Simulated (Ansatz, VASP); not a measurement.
## Os in VASP and in Ansatz

```
Os
1.0
     0.00000    1.95788    1.95788
     1.95788    0.00000    1.95788
     1.95788    1.95788    0.00000
Os
1
Direct
  0.00000 0.00000 0.00000
```

Change from the starting cell: volume scaled by 1.02.

Alike in both runs: task single point; functional PBE; k mesh 14 × 14 × 14; occupations fermi-dirac, width 0.05 eV; no spin polarisation.

```csv
,VASP,Ansatz
version,VASP 6.6.1,Ansatz 0.2.0
potentials or method,"VASP PAW PBE potentials, release 64 (Os), cutoff 520 eV","all-electron LAPW, scalar-relativistic"
```

```tsv
	VASP	Ansatz	Ansatz less VASP
pressure (GPa)	-16.3	-15.9	+0.40
```

Ansatz ran all-electron here, so the differences hold the error of VASP's frozen core and of both bases.

Caveats: so large a pressure means that the cell lies far from this level's equilibrium, or that cutoff or potentials fall short (VASP). Spin-orbit coupling is left out, which matters for the levels of Os.
